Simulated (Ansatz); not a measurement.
BAs in the zincblende structure, relaxed with r2SCAN: the symmetry is F-43m (No. 216, cubic); conventional cell a = 4.784 Å, 13.68 Å³ an atom. B is surrounded by 4 As at 2.07 Å; As is surrounded by 4 B at 2.07 Å. One-shot G0W0@PBE in the PAW code Ansatz on a 4×4×4 mesh (contour deformation, no spin-orbit coupling), from a PBE gap of 1.428 eV over the mesh points (the G0W0 gap is indirect on the mesh); the number N of bands summed and the screening cutoff rise together. No spin polarisation and no zero-point or thermal motion.

```tsv
N	cutoff (eV)	1000/N	G0W0 gap (eV)
53	80	18.868	1.787
111	140	9.009	1.941
```

**Lay a straight line in 1000/N through these rows.** The slope is -0.0156 eV per unit of 1000/N and the intercept 2.082 eV.

**Predict the gap at N = 198 (210 eV).** 2.082 + (-0.0156) × 5.051 = 2.003 eV; the run gives 2.002 eV, -0.001 eV from the line.

**With that run's result added, what limit do the last two rows suggest?** Their slope is (2.002 − 1.941)/(5.051 − 9.009) = -0.0154, which meets 1/N = 0 at 2.08 eV, against 2.082 eV from the first line. The two lines nearly agree; the k mesh isn't extrapolated.

Spin-orbit coupling is left out.
